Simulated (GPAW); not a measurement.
**TiB2 in GPAW: the effect of strain uniaxial z**

The system is TiB2.

```
Ti B
1.0
     3.02920    0.00000    0.00000
    -1.51460    2.62336    0.00000
     0.00000    0.00000    3.03470
Ti B
1 2
Direct
  0.00000 0.00000 0.00000
  0.66667 0.33333 0.50000
  0.33333 0.66667 0.50000
```

Alike in all runs:

```yaml
Program: GPAW 26.7.0
Task: single point
Functional: PBE
Potentials_or_basis: GPAW PAW data sets (gpaw-data 1.2.1)
Cutoff: 800 eV
Basis: pw
k_mesh: 9 × 9 × 7
Occupations: fermi-dirac, width 0.05 eV
Spin: no spin polarisation
Maxiter: 150
```

```csv
strain uniaxial z,pressure (GPa)
-0.06,16.7
-0.04,10.7
-0.02,?
-0.01,2.9
0,0.6
0.01,-1.5
0.02,-3.5
0.04,-7.2
0.06,-10.4
```

Question: What does the run with strain uniaxial z -0.02 give?

Answer: Pressure 5.3 GPa.

Worked out: A parabola through the other rows of the pressure, of slope -253 GPa per unit of strain uniaxial z there, gives 5.4 GPa, against the run's 5.3.

Caveats: the density grid can change from cell to cell, which puts small steps into energies and stress.
